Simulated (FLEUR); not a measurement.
Runs of FLEUR MaX-R8.1 (later development tree) on C. It takes space group P6_3/mmc (No. 194, hexagonal). Conventional cell: a = 2.522 Å, b = 2.522 Å, c = 8.237 Å, α = 90.00°, β = 90.00°, γ = 120.00°. C (site symmetry 3m) has 4 C at 1.54 Å as nearest neighbours. Around C (site symmetry 3m) lie 4 C at 1.54 Å. This is a hexagonal form of diamond, not graphite.

```tsv
task	level	gmax	muffin-tin radii	lmax	max iterations	mixing factor	kmax	gap on the mesh (eV)	V0 of scaled cells (Å³/atom)	B0 (GPa)
band structure	PBEsol	16.5 1/bohr	C 1.35 bohr	C 8	60	0.05	5.33 1/bohr	4.27	-	-
band structure	RPBE	16.5 1/bohr	C 1.35 bohr	C 8	60	0.05	5.33 1/bohr	4.55	-	-
band structure	revPBE	16.1 1/bohr	C 1.35 bohr	C 8	60	0.05	5.19 1/bohr	(b)	-	-
band structure	Wigner	16.5 1/bohr	C 1.35 bohr	C 8	60	0.05	5.33 1/bohr	4.30	-	-
band structure	PBE	20 1/bohr	C 1.35 bohr	C 4	60	0.05	4 1/bohr	4.29	-	-
equation of state	PZ	16.6 1/bohr	C 1.31 bohr	C 8	-	-	5.34 1/bohr	-	5.53	(c)
band structure	BH	15.6 1/bohr	C 1.35 bohr	C 5	60	0.05	5.04 1/bohr	(a)	-	-
equation of state	Xalpha	17 1/bohr	C 1.31 bohr	C 8	-	-	5.5 1/bohr	-	5.76	423
```

Alike in all rows: potentials or basis all-electron, FLAPW; no spin polarisation; cell as given; k mesh 12 × 12 × 4; smearing fermi-dirac 0.05 eV.

Fill in the values left out.

(a) 4.39; (b) 4.41; (c) 466.

Caveats: the cell was scaled at fixed shape and fractional positions, which overstates the stiffness of a crystal with free parameters, most of all of layers and chains (some runs); the plane-wave cutoff is short for the small spheres of the light atoms, so energies, forces and moduli aren't converged (some runs).

A k mesh can miss the band edges.

Not every run made on this cell is shown here.
